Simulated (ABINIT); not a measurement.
TaS2, 3 atoms in the cell. The structure is trigonal, space group P-3m1 (No. 164). The conventional cell has a = 3.350 Å, b = 3.350 Å, c = 5.860 Å, α = 90.00°, β = 90.00°, γ = 120.00°. Ta (site symmetry -3m) is surrounded by 6 S at 2.43 Å. S (site symmetry 3m) has 3 Ta at 2.43 Å as nearest neighbours. 

- Program: ABINIT 10.8.3 (patched build)
- Task: single point
- Functional: PBE
- Potentials or basis: PseudoDojo NC SR PBE v0.4.1 standard
- Cutoff: 707 eV
- k mesh: 7 × 7 × 4
- Occupations: fermi-dirac, width 0.05 eV
- Spin: no spin polarisation

Potentials or basis: PseudoDojo NC SR PBE v0.4.1 standard.

Run with:

```bash
$ mpirun --bind-to none -np 4 abinit run.abi > log 2>&1
```

Hardware: 4 MPI ranks on Arm Neoverse V2, with other jobs on the host.

Question: How long does it take, and how much memory?

Answer: Wall time 12 s on 4 MPI ranks on Arm Neoverse V2, with other jobs on the host, peak memory 0.28 GiB a rank. Counts: scf iterations 11, mpi ranks 4, k points 28, bands 17, plane waves 2457.
